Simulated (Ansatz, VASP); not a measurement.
Cu: VASP beside Ansatz

File INCAR:

```
SYSTEM = Cu
  ALGO = Normal
  EDIFF = 1E-6
  EDIFFG = -0.01
  ENCUT = 600
  GGA = PS
  IBRION = 2
  ISIF = 3
  ISMEAR = 0
  LASPH = .TRUE.
  LCHARG = .FALSE.
  LREAL = .FALSE.
  LWAVE = .FALSE.
  NELM = 80
  NSW = 100
  PREC = Accurate
  SIGMA = 0.1
```

File KPOINTS:

```
k-points
0
G
  24 24 24
  0 0 0
```

File POSCAR:

```
Cu
1.0
    2.3593650412      0.0000000000      0.0000000000
    0.0000000000      2.3593650412      0.0000000000
    0.0000000000      0.0000000000      2.3593650412
Cu
1
Direct
    0.0000000000      0.0000000000      0.0000000000
```

Input for Ansatz:

```yaml
crystal:
  lattice:
    - [2.3593650412, 0.0, 0.0]
    - [0.0, 2.3593650412, 0.0]
    - [0.0, 0.0, 2.3593650412]
  atoms:
    - { symbol: Cu, position: [0.0, 0.0, 0.0] }
basis:
  ecutwfc: 420
kpoints:
  mp_grid: { grid: [24, 24, 24] }
hamiltonian:
  xc: pbesol
scf:
  occupations: { method: gaussian, width: 0.1 }
output:
  forces: true
  stress: true
  eigenvalues: true
relax:
  adjacent_minimum: "off"
  f_tol: 0.01
  max_steps: 80
  cell: { stress_tol: 0.05 }
```

Alike in both runs: task relaxation of cell and atoms; functional PBEsol; k mesh 24 × 24 × 24; occupations gaussian, width 0.1 eV; no spin polarisation.

|  | VASP | Ansatz |
| --- | --- | --- |
| version | VASP 6.6.1 | Ansatz 0.2.0 |
| potentials or method | VASP PAW PBE potentials, release 64 (Cu) | scalar-relativistic, plane waves, PAW |
| plane-wave cutoff (eV) | 600 | 420 |
| valence electrons in the cell | 11 | 19 |

|  | VASP | Ansatz | Ansatz less VASP |
| --- | --- | --- | --- |
| gap on the k mesh at the Fermi level, each at its own relaxed structure (eV) | none | none | - |
| relaxed volume (Å³/atom) | 13.19 | 13.13 | -0.061 |
| relaxed cell length with the largest relative difference (Å) | 2.363 | 2.359 | -0.0036 |

A gap of «none» marks a metal or a gap that the smearing closes. The two sets of potentials don't hold the same shells in valence.

Caveats: the PAW data sets were made with another functional, which shifts forces and pressure a little (VASP).
